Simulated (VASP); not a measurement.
Write the native input for VASP 6.6.1 that does the following.

| Quantity | Value |
| --- | --- |
| Task | relaxation of cell and atoms |
| Functional | LAK |
| Potentials or basis | VASP PAW PBE potentials, release 64 (Se) |
| Cutoff | 600 eV |
| k mesh | 9 × 9 × 9 |
| Occupations | gaussian, width 0.05 eV |
| Spin | no spin polarisation |
| Further INCAR settings | ALGO = Normal; EDIFF = 1e-06; IBRION = 2; EDIFFG = -0.01; NSW = 60; ISIF = 3 |

The structure of Se lies in POSCAR:

```
Se
1.0
    2.8105630200      0.0000000000      0.0000000000
    0.0000000000      2.8105630200      0.0000000000
    0.0000000000      0.0000000000      2.8105630200
Se
1
Direct
    0.0000000000      0.0000000000      0.0000000000
```

This isn't the form of Se at room conditions, which is trigonal, of chains.

The input as run:

INCAR

```
PREC = Accurate
ENCUT = 600
EDIFF = 1E-6
ISMEAR = 0
SIGMA = 0.05
LREAL = False
LASPH = True
NELM = 60
ALGO = Normal
ISIF = 3
LWAVE = False
LCHARG = False
METAGGA = LAK
LMIXTAU = True
IBRION = 2
NSW = 60
EDIFFG = -0.01
```

KPOINTS

```
Automatic mesh
0
Gamma
  9 9 9
```

Potentials or basis: VASP PAW PBE potentials, release 64 (Se).

Run with:

```console
$ cat potpaw_PBE.64/Se/POTCAR > POTCAR
$ mpirun -np 1 vasp_std > vasp.out
```

Results of the run:

| Property | Result |
| --- | --- |
| Relaxed volume | 23.42 Å³/atom |
| Relaxed cell | a = 2.861 Å, b = 2.861 Å, c = 2.861 Å, α = 90.00°, β = 90.00°, γ = 90.00° |
| Space group after relaxing (to 0.05 Å) | Pm-3m (No. 221) |
| Energy gained by relaxing | 14.5 meV/atom |
| Ionic steps | 3 |
| Pressure after relaxing | 0.0 GPa |
| Band gap on the k mesh | none (metal or under the smearing width) |

Caveat: the PAW data sets were made with another functional, which shifts forces and pressure a little.

Run time: 68 s on 1 thread of Intel(R) Xeon(R) Platinum 8488C (Sapphire Rapids), with other jobs on the host, peak memory 0.15 GiB.
